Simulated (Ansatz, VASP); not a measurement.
GaAs: VASP beside Ansatz

```
Ga As
1.0
     0.00000    2.82915    2.82915
     2.82915    0.00000    2.82915
     2.82915    2.82915    0.00000
Ga As
1 1
Direct
  0.00000 0.00000 0.00000
  0.25000 0.25000 0.25000
```

Alike in both runs: functional PBEsol; k mesh 12 × 12 × 12; occupations gaussian, width 0.02 eV; no spin polarisation.

Ansatz relaxed the structure, and its values are those at the end. VASP's run is a single point on that final structure, the one shown.

|  | VASP | Ansatz |
| --- | --- | --- |
| version | VASP 6.6.1 | Ansatz 0.2.0 |
| potentials or method | VASP PAW PBE potentials, release 64 (Ga_d, As) | scalar-relativistic, plane waves, PAW |
| plane-wave cutoff (eV) | 520 | 420 |
| valence electrons in the cell | 18 | 28 |

Ansatz gave:

```
gap on the k mesh at the Fermi level (eV) : 0.42
least direct gap on the mesh (eV)         : 0.42
pressure (GPa)                            : 0.0
```

Which values does VASP return?

gap on the k mesh at the Fermi level (eV): 0.44; least direct gap on the mesh (eV): 0.44; pressure (GPa): 0.2.

The two sets of potentials don't hold the same shells in valence.

Caveats: the PAW data sets were made with another functional, which shifts forces and pressure a little (VASP).
